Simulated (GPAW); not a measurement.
Crystal: TiNi.

```
CELL_PARAMETERS angstrom
2.73580 0.00000 0.00000
0.00000 2.73580 0.00000
0.00000 0.00000 3.58141
ATOMIC_POSITIONS crystal
Ni 0.00000 0.00000 0.00000
Ti 0.50000 0.50000 0.50000
```

The cell comes from a database or a generator and needn't be the stable form of this composition.

Program: GPAW 26.7.0. Alike in all runs: task band structure; potentials or basis PAW data sets generated in the run's folder for this functional, pw; spin collinear, ferromagnetic start; cell as given; k mesh 7 × 7 × 6; cutoff (eV) 600; smearing fermi-dirac 0.05 eV.

Q: Order these runs on this cell by their pressure, lowest first.
A. level PBEsol+U; U Ni d U = 8 eV
B. level PBEsol
C. level PBEsol+U; U Ni d U = 6 eV

A: B (-6.0 GPa), C (0.6 GPa), A (6.2 GPa).

Caveats: the stock nickel data set gives pressures a few GPa off other programs; the U is typed as a test and isn't derived for this compound (some runs).
